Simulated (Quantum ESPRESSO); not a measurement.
## Ba: band structure with PBEsol

The system is Ba.

```
Ba
1.0
    -2.50650    2.50650    2.50650
     2.50650   -2.50650    2.50650
     2.50650    2.50650   -2.50650
Ba
1
Direct
  0.00000 0.00000 0.00000
```

| Quantity | Value |
| --- | --- |
| Program | Quantum ESPRESSO 7.5 |
| Task | band structure |
| Functional | PBEsol |
| Potentials or basis | SG15 PBE 1.2 |
| Cutoff | 599 eV |
| Density cutoff | 2395 eV |
| k mesh | 8 × 8 × 8 |
| Occupations | fermi-dirac, width 0.05 eV |
| Spin | no spin polarisation |
| Mixing beta | 0.5 |
| Most SCF iterations | 120 |
| SCF threshold | 2e-10 Ry |

| Item | Value |
| --- | --- |
| Pressure | -0.7 GPa |
| Band gap on the k mesh | none (metal or under the smearing width) |

Levels at the corners of the path, in eV from the Fermi level:
| point | band 3 | band 4 | band 5 | band 6 | band 7 | band 8 |
| --- | --- | --- | --- | --- | --- | --- |
| Γ | -13.67 | -13.67 | -2.75 | 1.84 | 1.84 | 1.84 |
| H | -14.00 | -14.00 | -0.52 | -0.52 | 4.05 | 4.05 |
| N | -13.82 | -13.67 | -0.89 | 0.70 | 1.27 | 3.23 |
| Γ | -13.67 | -13.67 | -2.75 | 1.84 | 1.84 | 1.84 |
| P | -13.91 | -13.91 | 0.54 | 0.54 | 0.54 | 3.52 |
| H | -14.00 | -14.00 | -0.52 | -0.52 | 4.05 | 4.05 |
| P | -13.91 | -13.91 | 0.54 | 0.54 | 0.54 | 3.52 |
| N | -13.82 | -13.67 | -0.89 | 0.70 | 1.27 | 3.23 |

Run time: 50 s on 1 thread of Arm Neoverse V1, with other jobs on the host, peak memory 0.09 GiB.

Caveat: the potentials were made for another functional, which shifts forces and pressure; some levels on the path didn't converge; spin-orbit coupling is left out, which moves the levels of the heavy elements.
